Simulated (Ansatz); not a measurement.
# A thicker film of BaTiO3 (001), TiO2 faces from four thinner ones

In a field along its normal an insulating film takes a dipole p. Written as a length, p/(ε₀AE), it should grow by 1 − 1/ε for each ångström added.

**Method.** Ansatz 0.2.0, plane waves with PAW datasets (its set soft_2), PBEsol; perovskite films relaxed at a bulk in-plane lattice constant near the measured one, then held in weak fields of both signs with a dipole correction (A is the cell's area, E the outer field).

| run | distance between the outer atoms (Å) | p/(ε₀AE) (Å) |
| --- | --- | --- |
| 2 units | 7.857 | 8.578 |
| 3 units | 11.808 | 11.931 |
| 4 units | 15.759 | 15.295 |
| 5 units | 19.708 | 18.661 |
| 6 units | 23.659 | ? |

Q: Estimate the withheld value from the rows shown.

A least-squares line through the 4 rows shown has slope 0.8509 and intercept 1.8883; no row lies more than 0.005 Å off it. That slope means ε = 1/(1 − 0.8509) = 6.71. At 23.659 it gives 0.8509 × 23.659 + 1.8883 = 22.020 Å, beyond the rows fitted. Rounding and scatter of the rows alone allow about ±0.008 Å there.

The run itself gives 22.029 Å: a miss of +0.009 Å, or 0.0 % of the value. The length is met to within 1 %, though ε is more sensitive than the length: the two thickest films give ε = 6.78.

**Limits.** This is the electronic response alone. A unit is one step of the cut along the normal (a plane, a pair of planes or a cell), and the layers relax along it, away from their bulk spacing where the functional's lattice constant differs from the one held.
